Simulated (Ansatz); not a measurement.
# Formation energy and levels of the substitutional impurity Be_Ga in GaN (P6_3mc), part 2 of 2

Aim: at which Fermi levels does Be_Ga in GaN (P6_3mc) change its charge? The model is a cell of 72 host atoms with 1 Ga taken out and 1 Be put in.

Ansatz; place-levels on r2SCAN runs: charge-transition levels and formation energies with image-charge correction and potential alignment at the atomic sites; PAW set soft_1.

So far: The starting structure; What was run first.

## (3) place-levels, r2SCAN

A charged cell interacts with its images and the background, and its potential has another zero than the host's. place-levels removes the first by a point-charge model, screened by the static dielectric constant since the ions have relaxed around the charge, and the second by comparing potentials at atoms far from the defect.

The host is a run of the defect-free crystal in the same cutoffs, grids and k-points, so that basis and sampling errors cancel in part in the differences. The host is run in a cell of 4 atoms on a matching mesh. Its band edges are searched through the zone by a band path, so the gap is smaller than, or equal to, that on the mesh. Chemical potentials are energies per atom of Ga (alpha-Ga (Cmce)) and Be (hcp), run with the same functional and cutoff.

The input, levels.point.yaml:

```yaml
host:
  run: host.point.run
states: [qm1.point.run, q0_M1.point.run, qp1.point.run, qp1_M2.point.run]
geometry_from:
  qm1.point.run: qm1.relax.run
  q0_M1.point.run: q0_M1.relax.run
  qp1.point.run: qp1.relax.run
  qp1_M2.point.run: qp1_M2.relax.run
  host.point.run: host.relax.run
chemical_potentials:
  Ga:
    energy: -3790.270342
    dataset: <sha256 of the dataset>
  Be:
    energy: -93.340556
    dataset: "<sha256 of the dataset>"
epsilon: [5.83, 5.83, 6.02]
static_epsilon: [10.1, 10.1, 11.19]
vertical:
  - { from: qm1.point.run, to: qm1.point_neutral.run }
  - { from: qp1.point.run, to: qp1.point_neutral.run }
  - { from: qp1_M2.point.run, to: qp1_M2.point_neutral.run }
```

Started as:

```
$ ansatz place-levels levels.point.yaml -- --threads 4 --pin off --max-ram 15073MiB
```

Numbers of over 12 decimals in the logs are rounded to 6 here.

The program printed:

```text
[... repeated set-up lines and file paths are left out, and long positions are rounded to six places ...]
(+1/0) 0.003 eV beneath the valence edge (-0.227 eV without the band-filling correction), in the valence band
(0/-1) 0.075 eV above the valence edge, 2.277 eV under the conduction edge
formation energy of charge +1: +1.346 eV with the Fermi level at the valence edge
formation energy of charge 0: +1.343 eV with the Fermi level at the valence edge
formation energy of charge -1: +1.418 eV with the Fermi level at the valence edge
vertical -1 to 0: no energy, since no alignment is typed
  the change from vertical[0].from (qm1.point.run) to vertical[0].to (qm1.point_neutral.run): by its potential at epsilon [5.83, 5.83, 6.02] it stands at 0.460 0.540 0.477, with an rms radius of about 5.3 Å (3.1 3.1 3.1 Å across the planes of the cell's [...]
vertical +1 to 0: no energy, since no alignment is typed
  the change from vertical[1].from (qp1.point.run) to vertical[1].to (qp1.point_neutral.run): by its potential at epsilon [5.83, 5.83, 6.02] it stands at 0.467 0.530 0.477, with an rms radius of about 5.9 Å (3.2 3.2 3.7 Å across the planes of the cell's [...]
vertical +1 to 0: no energy, since no alignment is typed
  the change from vertical[2].from (qp1_M2.point.run) to vertical[2].to (qp1_M2.point_neutral.run): by its potential at epsilon [5.83, 5.83, 6.02] it stands at 0.468 0.539 0.482, with an rms radius of about 5.0 Å (2.6 2.6 3.4 Å across the planes of the cell's [...]
  edges by r2scan, gap 2.352 eV; the host is sampled to repeats of 19.10 Å
  the defect's cells are sampled to repeats of 19.10 Å, like sampling
  charge +1: -146661.0450 eV with its correction of -0.165 eV, at epsilon [10.1, 10.1, 11.19], aligned at sites: -0.3747 eV, mean over 33 atomic sites at or beyond 4.77 Å from the defect at [0.4444, 0.5556, 0.4996], with -0.002328 for the charge's moments and [...]
  states[2] (qp1.point.run): levels filled in part (TS 0.006 eV): its energy is of no whole electron's
  charge 0: +0.000 eV for its dipole among its images, +0.000 omitted
  states[1] (q0_M1.point.run): levels filled in part (TS 0.003 eV): its energy is of no whole electron's
  charge -1: -146642.2576 eV with its correction of +0.392 eV, at epsilon [10.1, 10.1, 11.19], aligned at sites: -0.1819 eV, mean over 33 atomic sites at or beyond 4.77 Å from the defect at [0.4444, 0.5556, 0.4996], with +0.000000 for the charge's moments and [...]
  charge +1: states[3] (qp1_M2.point.run) stands 0.066 eV higher, with a moment of 2.00 μB against 0.00
  of states[2] (qp1.point.run): it parts from the run at its places by a charge that spreads by about 3.2 Å along one vector (1.4 Å or more is wide), by its potential at epsilon [5.83, 5.83, 6.02], taken for that of held ions (one typed too small widens it), [...]
  of states[1] (q0_M1.point.run): its moments are held at its close (magnetization.spin_locking), by a field of 0.024 eV a Bohr magneton, and its energy and levels are of the state that this holds: a run that lets them go can end lower; [...]
  of states[0] (qm1.point.run): how wide its charge is, is not read beside other atoms or cores, and a band state would take no correction. [...]
  of states[3] (qp1_M2.point.run): how wide its charge is, is not read beside other atoms or cores, and a band state would take no correction. [...]
  of vertical[0].from (qm1.point.run): it parts from the run at its places by a charge that spreads by about 3.1 Å along one vector (1.4 Å or more is wide), by its potential at epsilon [5.83, 5.83, 6.02], taken for that of held ions (one typed too small [...]
  of vertical[0].to (qm1.point_neutral.run): its moments are held at its close (magnetization.spin_locking), by a field of 0.038 eV a Bohr magneton, and its energy and levels are of the state that this holds: a run that lets them go can end lower; [...]
  vertical[1].from (qp1.point.run): levels filled in part (TS 0.006 eV): its energy is of no whole electron's
  of vertical[1].from (qp1.point.run): its displacements don't fall off away from the defect: farther atoms stand 0.01 Å off the host's places. [...]
  vertical[1].to (qp1.point_neutral.run): levels filled in part (TS 0.005 eV): its energy is of no whole electron's
  of vertical[1].to (qp1.point_neutral.run): its displacements don't fall off away from the defect: farther atoms stand 0.01 Å off the host's places. [...]
  of vertical[2].from (qp1_M2.point.run): its moments are held at its close (magnetization.spin_locking), by a field of 0.054 eV a Bohr magneton, and its energy and levels are of the state that this holds: a run that lets them go can end lower; [...]
  vertical[2].to (qp1_M2.point_neutral.run): levels filled in part (TS 0.001 eV): its energy is of no whole electron's
  of vertical[2].to (qp1_M2.point_neutral.run): its moments are held at its close (magnetization.spin_locking), by a field of 0.026 eV a Bohr magneton, and its energy and levels are of the state that this holds: a run that lets them go can end lower; [...]
```

Elapsed: 0.49 s, on 4 threads of Arm Neoverse V1, shared host.

Under r2SCAN the gap is 2.35 eV, (+1/0) 0.00 (with band filling), (0/−1) 0.07 eV.

Levels between the charges placed, in eV above the valence top:

```csv
,gap (eV),(+1/0),(0/−1)
r2SCAN,2.35,0.00,0.07
```

Corrections by state:

```csv
charge,moment (μB),image terms and alignment (eV),band filling (eV),ε used,"over the lowest of its charge, as the program ranks them, band filling apart (eV)"
+1,0.0,-0.165,-0.223,"principal values (10.10, 10.10, 11.19)",0.000
0,1.0,0.000,-,-,0.000
−1,0.0,0.392,-,"principal values (10.10, 10.10, 11.19)",0.000
+1,2.0,-0.154,-,"principal values (10.10, 10.10, 11.19)",0.066
```

The charged structures listed were also run neutral, and place-levels reads from each pair, by the potential or the spins, how wide the charge is by which they differ; that can be the carrier of either run.

```csv
charge,rms radius (Å),spread where it is widest against the cell (Å),wide from (Å),reading
+1,5.9,3.24,1.43,wide
−1,5.3,3.07,1.43,wide
```

The neutral runs of these pairs need not share the spin of the lowest neutral state, and very wide values only mean spread over the cell.

From the program's caveats on the states, each cut to its opening words:

- charge +1: it parts from the run at its places by a charge that spreads by about 3.2 Å along one vector (1.4 Å or more is wide), by its potential at epsilon [5.83, 5.83, [...]
- charge +1: a band-filling correction moves a carrier to the host's band edge, which changes its energy by -0.223 eV
- charge +1: its alignment with the host at atomic sites is doubtful: the mean over the far sites moves by +0.0597 eV from their farther parts to their nearer, more than [...]
- charge +1: the host's ions (past the first shell or, of a walk that freed a part, those that it held) aren't shown at rest: they stand up to 0.064 Å off their sites, 1.80 [...]
- charge +1: its sublattices stand up to 0.0090 Å off the host's, which by the two runs' forces adds about +0.01 eV to its energy against the host's, and moves the band [...]
- charge +1: its displacements don't fall off away from the defect: farther atoms stand 0.01 Å off the host's places
- charge 0 (1 μB): its moments are held at its close (magnetization.spin_locking), by a field of 0.024 eV a Bohr magneton, and its energy and levels are of the state that this [...]
- charge 0 (1 μB), +1 (2 μB): flagged: stability check not made
- charge −1, +1 (2 μB): how wide its charge is, is not read beside other atoms or cores, and a band state would take no correction
- charge +1 (2 μB): its alignment with the host at atomic sites is doubtful: the mean over the far sites moves by +0.0505 eV from their farther parts to their nearer, more than [...]
- charge +1 (2 μB): its moments are held at its close (magnetization.spin_locking), by a field of 0.054 eV a Bohr magneton, and its energy and levels are of the state that this [...]

The host's formation energy from the elements is -0.653 eV per atom; it sets how far the chemical potentials can move.

Limit set by the element alone; other compounds of these elements are not counted. Chemical potentials from the elements' reference states: Ga 0.00 eV, N -1.31 eV, Be 0.00 eV. Formation energy by charge state (Ga-rich; gap 2.35 eV):

```csv
charge,at valence top (eV),at conduction bottom (eV),correction included (eV)
+1,1.35,3.70,-0.39
0,1.34,1.34,0.00
−1,1.42,-0.93,0.39
```

| Fermi level (eV) | lowest formation energy (eV) |
| --- | --- |
| 0.00 | 1.34 |
| 0.21 | 1.20 |
| 0.43 | 0.99 |
| 0.64 | 0.78 |
| 0.85 | 0.56 |
| 1.07 | 0.35 |
| 1.28 | 0.13 |
| 1.50 | -0.08 |
| 1.71 | -0.29 |
| 1.92 | -0.51 |
| 2.14 | -0.72 |
| 2.35 | -0.93 |

Limit set by the element alone; other compounds of these elements are not counted. Chemical potentials from the elements' reference states: N 0.00 eV, Ga -1.31 eV, Be 0.00 eV. Formation energies (N-rich), with the Fermi level at the valence top and at the conduction bottom (gap 2.35 eV):

```csv
charge,at valence top (eV),at conduction bottom (eV),correction included (eV)
+1,0.04,2.39,-0.39
0,0.04,0.04,0.00
−1,0.11,-2.24,0.39
```

(Fermi level (eV), lowest formation energy (eV)): (0.00, 0.04), (0.21, -0.10), (0.43, -0.32), (0.64, -0.53), (0.85, -0.74), (1.07, -0.96), (1.28, -1.17), (1.50, -1.39), (1.71, -1.60), (1.92, -1.81), (2.14, -2.03), (2.35, -2.24)

## (4) The same at the relaxations' own k-points

The relaxations' own energies give the levels at their sampling, for comparison.

The input, levels.relax_mesh.yaml:

```yaml
host:
  run: host.relax.run
states: [qm1.relax.run, q0_M1.relax.run, qp1.relax.run, qp1_M2.relax.run]
chemical_potentials:
  Ga:
    energy: -3790.270342
    dataset: <sha256 of the dataset>
  Be:
    energy: -93.340556
    dataset: "<sha256 of the dataset>"
```

Started as:

```
$ ansatz place-levels levels.relax_mesh.yaml -- --threads 4 --pin off --max-ram 15073MiB
```

The program printed:

```text
(+1/0) 0.000 eV above the valence edge (-0.344 eV without the band-filling correction), 2.361 eV under the conduction edge; not on the lower envelope
(0/-1) 0.017 eV beneath the valence edge, in the valence band; not on the lower envelope
[...]
formation energy of charge +1: +1.460 eV with the Fermi level at the valence edge
formation energy of charge 0: +1.460 eV with the Fermi level at the valence edge
formation energy of charge -1: +1.443 eV with the Fermi level at the valence edge
  edges by r2scan, gap 2.361 eV; the host is sampled to repeats of 14.10 Å
[... the lines on each state left out ...]
```

It took 0.15 s on 4 threads.

Levels between neighbouring charges, in eV above the valence top:

```csv
,gap (eV),(+1/0),(0/−1)
"one point at (¼, ¼, ¼)",2.36,0.00,-0.02
a 2×2×2 shifted mesh,2.35,0.00,0.07
```

Going from one point at (¼, ¼, ¼) to a 2×2×2 shifted mesh moves the levels that carry no band-filling term by up to 0.09 eV and formation energies against the elements by up to 0.12 eV; band-filling terms, which differ between samplings, are in these energies.

## (5) Placing the levels, PBEsol

PBEsol on the same structure is run to see how far the result rests on the functional, though not on the errors that semilocal functionals share.

The input, qm1.pbesol/input.yaml:

```yaml
crystal:
  checkpoint: "../qm1.relax.run"
  host: checkpoint
total_charge: -1
basis:
  ecutwfc: 420
  xc_grid: 2
hamiltonian:
  xc: pbesol
  pseudopotentials: { kind: paw, azcp: { folder: soft_1 }, xc_functional: pbe }
kpoints:
  mp_grid: { grid: [2, 2, 2], shift: [0.5, 0.5, 0.5] }
scf:
  occupations: { method: fermi_dirac, width: 0.01 }
  max_iter: 60
output:
  forces: true
  eigenvalues: true
  charged_corrections:
    epsilon: [5.83, 5.83, 6.02]
    static_epsilon: [10.1, 10.1, 11.19]
    defect_position: [0.444444, 0.555556, 0.499553]
checkpoint:
  write: "../qm1.pbesol.run"
  compress: false
  write_wavefunctions: false
  write_every: 100000
```

The job ended after 2 min (4 threads; peak memory 5.3 GiB; 7.9 min of CPU time).

The input, levels.pbesol.yaml:

```yaml
host:
  run: host.pbesol.run
  levels_from: { run: edges.pbesol.run }
states: [qm1.pbesol.run, q0_M1.pbesol.run, qp1.pbesol.run, qp1_M2.pbesol.run]
geometry_from:
  qm1.pbesol.run: qm1.relax.run
  q0_M1.pbesol.run: q0_M1.relax.run
  qp1.pbesol.run: qp1.relax.run
  qp1_M2.pbesol.run: qp1_M2.relax.run
  host.pbesol.run: host.relax.run
chemical_potentials:
  Ga:
    energy: -3743.205341
    dataset: <sha256 of the dataset>
  Be:
    energy: -90.352564
    dataset: "<sha256 of the dataset>"
```

Started as:

```
$ ansatz place-levels levels.pbesol.yaml -- --threads 4 --pin off --max-ram 15073MiB
```

The program printed:

```text
[...]
(0/-1) 0.063 eV above the valence edge, 1.817 eV under the conduction edge
formation energy of charge +1: +1.177 eV with the Fermi level at the valence edge
formation energy of charge 0: +1.177 eV with the Fermi level at the valence edge
formation energy of charge -1: +1.239 eV with the Fermi level at the valence edge
  edges by pbesol of host.levels_from (edges.pbesol.run), its mesh sampled to repeats of 31.10 Å (the valence edge +0.109 eV and the conduction edge -0.882 eV from those of the host's own run), gap 1.879 eV; the host is sampled to repeats of 19.10 Å
[... the lines on each state left out ...]
```

Elapsed: 0.31 s, on 4 threads.

Under PBEsol the gap is 1.88 eV, (+1/0) 0.00 (with band filling), (0/−1) 0.06 eV.

## (6) The ladder

Levels between neighbouring charges, in eV above each run's own valence top:

```csv
,gap (eV),(+1/0),(0/−1),CPU time a state at this stage (restarts are quicker than cold starts)
"r2SCAN, 2×2×2 shifted mesh",2.35,0.00,0.07,20 min
"PBEsol on r2SCAN structures, 2×2×2 shifted mesh",1.88,0.00,0.06,12 min
```

## (7) Results

| Property | Result |
| --- | --- |
| gap of the host | 2.35 eV (r2SCAN) |
| level (plus 1/0) | 0.00 eV below the valence top (-0.23 eV above the valence top without the band-filling term) |
| level (0/minus 1) | 0.07 eV above the valence top |
| lowest of the charges placed, just above the valence top (0.02 eV) | 0 |
| lowest of the charges placed, just below the conduction bottom (0.02 eV) | −1 |
| lowest formation energy at mid-gap of the charges run, Ga-rich | 0.24 eV |
| lowest formation energy at mid-gap of the charges run, N-rich | -1.06 eV |

What this shows: Of the charges placed (−1, 0 and +1), the lowest changes at 0.07 eV (0/−1) above the valence top, in a gap of 2.35 eV. (0/−1) lies nearer to a band edge than the share of the finite-size correction in it (0.39 eV), and that correction holds for a localised charge alone. (0/−1) lies 0.07 eV from a band edge, less than the doubt on such levels. Charges below −1 were not placed, so these runs say nothing of levels that involve them. States placed: +1 at 0 μB and 2 μB; 0 at 1 μB; −1 at 0 μB. Other spin states or structures, where not listed, weren't placed. The program finds carriers beyond a band edge of the host and adds a band-filling term at charge +1 (-0.22 eV); steps to such a charge show no bound level, and a defect level inside a band would be read the same way. Be is taken at its element; compounds, which aren't counted here, bound the chemical potentials and would shift these formation energies. Going from one point at (¼, ¼, ¼) to a 2×2×2 shifted mesh moves the levels that carry no band-filling term by up to 0.09 eV and formation energies against the elements by up to 0.12 eV; band-filling terms, which differ between samplings, are in these energies. The program doubts the alignment of potentials for at least one state, a sign that the cell is small. Limits: r2SCAN makes the gap too small and tends to spread out bound carriers; where a gas molecule sets a chemical potential or the host's formation energy, its binding is uncorrected; force components of up to 0.37 eV/Å remain in a run at the final settings.

Calculation against experiment:

| quantity | measured | PBEsol | r2SCAN |
| --- | --- | --- | --- |
| band gap (least gap of the host) (eV) | 3.51 | 1.88 (-1.63 eV) | 2.35 (-1.16 eV) |

Measured values from arxiv:1708.04036 (2017).

Verdict: For the band gap, of the levels listed nearest comes r2SCAN (-1.16 eV, a clear miss) and farthest PBEsol (-1.63 eV, a clear miss). Local and semilocal functionals usually give gaps below the measured ones. Zero-point and thermal motion shift the measured gap.

[Logs are printed without paths, hosts, clocks, repeated set-up lines and the standing remarks that a program may print on its own settings, such as how far it seeks lower states.]

[Hosts, paths, dates, database ids (printed as entryN), source tags and the programs' standing remarks are cut or masked in the printed files.]

[Where a table of states has a column of steps, it counts the stored structures, which are thinned; the runs took as many ionic steps or more.]

[A defect's name tells the site on which it was built; relaxed atoms can leave that site.]

[For some hosts the program warned that the k-mesh of the response run may be too coarse for force constants and the static dielectric constant; such warnings are not shown here.]
